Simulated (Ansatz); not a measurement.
## Electron masses and the choice of a transistor channel

Plane-wave DFT in Ansatz, PBE, scalar-relativistic PAW potentials, cutoff 420 eV, no spin-orbit coupling; no spin polarisation. Relaxed crystals whose conduction band edge is a single valley at Γ; masses by central differences along the Cartesian axes of the standard setting.

| crystal | gap (eV) | gap kind | m_x | m_y | m_z (mₑ) |
| --- | --- | --- | --- | --- | --- |
| CdSe (P6_3mc) | 0.54 | direct | 0.0602 | 0.0602 | 0.0578 |
| ZnS (F-43m) | 2.02 | direct | 0.168 | 0.168 | 0.168 |
| AlN (P6_3mc) | 4.03 | direct | 0.296 | 0.296 | 0.282 |
| ZnO (P6_3mc) | 0.74 | direct | 0.137 | 0.137 | 0.138 |
| Si₃N₄ (P6_3/m) | 4.25 | indirect | 1.46 | 1.46 | 0.218 |
| Ga₂O₃ (C2/m) | 2.01 | indirect | 0.22 | 0.231 | 0.211 |

Task: Take a film 5 nm thick, normal along z, current along x, at 300 K. Work out the injection velocity, the density-of-states capacitance and the confinement shift.

Result: For a non-degenerate gas v_T = √(2k_BT/πm_x) = 5.38×10⁶ cm/s ÷ √(m_x/mₑ); one valley with both spins has C_Q = e²√(m_x m_y)/πħ² = 66.9 μF/cm² × √(m_x m_y)/mₑ; hard walls lift the first subband by ħ²π²/(2m_z t²) = 376 meV nm² ÷ (t² m_z/mₑ).
| crystal | v_T (10⁷ cm/s) | C_Q (μF/cm²) | shift (meV) |
| --- | --- | --- | --- |
| CdSe (P6_3mc) | 2.19 | 4.0 | 260 |
| ZnS (F-43m) | 1.31 | 11.2 | 90 |
| AlN (P6_3mc) | 0.99 | 19.8 | 53 |
| ZnO (P6_3mc) | 1.45 | 9.2 | 109 |
| Si₃N₄ (P6_3/m) | 0.45 | 97.7 | 69 |
| Ga₂O₃ (C2/m) | 1.15 | 15.1 | 71 |

Task: With a gate oxide of 1 nm equivalent thickness (3.45 μF/cm²), which gives the most current per gate overdrive in the ballistic limit?

Result: The gate capacitance is the series value C_G = 1/(1/C_ox + 1/C_Q), and the current goes as C_G v_T: CdSe (P6_3mc) 1.00, ZnO (P6_3mc) 0.89, ZnS (F-43m) 0.85, Ga₂O₃ (C2/m) 0.79, AlN (P6_3mc) 0.71, Si₃N₄ (P6_3/m) 0.36 (relative). For an isotropic mass C_G v_T peaks where C_Q = C_ox, at about 0.05 mₑ. The lightest mass wins here, since its C_Q of 4.0 μF/cm² costs less than its speed gains. C_Q is the degenerate value and v_T the non-degenerate one; at high drain bias only forward-going states fill, which halves C_Q, while degeneracy raises the velocity, so values within about 10 % of each other aren't ranked. Scattering and the charge centroid are left out, and so are side valleys, which confinement lifts less and can make the lowest. Members with gaps over 3 eV here are hard to dope and contact. Where the shift is over a third of the gap (CdSe (P6_3mc)) the band isn't parabolic that far up, so the true shift is smaller and the mass larger. Semilocal functionals give gaps too small and so, as a rule, masses too light.

Cost: about 18 core-minutes for the runs cited, on Arm Neoverse V2, Arm Neoverse V1, Intel Xeon Processor @ 2.50GHz (Skylake/Cascade Lake) and other processors (shared hosts).